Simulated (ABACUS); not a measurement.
LiF (Griceite): equation of state with PBEsol

Crystal: LiF (Griceite).

```xyz
2
Lattice="0.0000 2.0140 2.0140 2.0140 0.0000 2.0140 2.0140 2.0140 0.0000" Properties=species:S:1:pos:R:3 pbc="T T T"
F     2.0140    2.0140    2.0140
Li    0.0000    0.0000    0.0000
```

```yaml
Program: ABACUS 3.10.1
Task: equation of state
Functional: PBEsol
Potentials_or_basis: PseudoDojo NC SR 0.4 PBEsol stringent
Cutoff: 1361 eV
Density_cutoff: 5442 eV
Basis: DZP LCAO (the cutoffs set its grid)
k_mesh: 10 × 10 × 10
Occupations: fermi-dirac, width 0.05 eV
Spin: no spin polarisation
Orbital_files: F F_confined-atom_6au_2s2p1d.orb, Li Li_confined-atom_8au_3s1p.orb
Radial_cutoff_of_the_potentials_pseudo_rcut: 10 bohr
SCF_threshold_on_the_density: 1e-07
Max_SCF_steps: 100
Eigensolver: genelpa
Mixing: broyden
Mixing_share: 0.7
Symmetry_key: 1
Bands: 9
```

The equilibrium volume is 8.07 Å³/atom, the bulk modulus is 72 GPa and the pressure derivative of the bulk modulus is 4.3.

Energy against volume, from the lowest point:
```csv
volume (Å³/atom),energy (meV/atom)
7.679,4.44
7.842,1.36
8.006,0.00
8.169,0.23
8.333,1.76
8.496,4.60
8.659,8.54
```

All runs of the series together: 22 s on 4 threads of Intel(R) Xeon(R) Platinum 8488C (Sapphire Rapids), on a shared host.

Caveat: the atomic orbitals were generated for these runs and aren't a published set; the basis of atomic orbitals isn't converged, which shifts pressures, moduli and gaps.
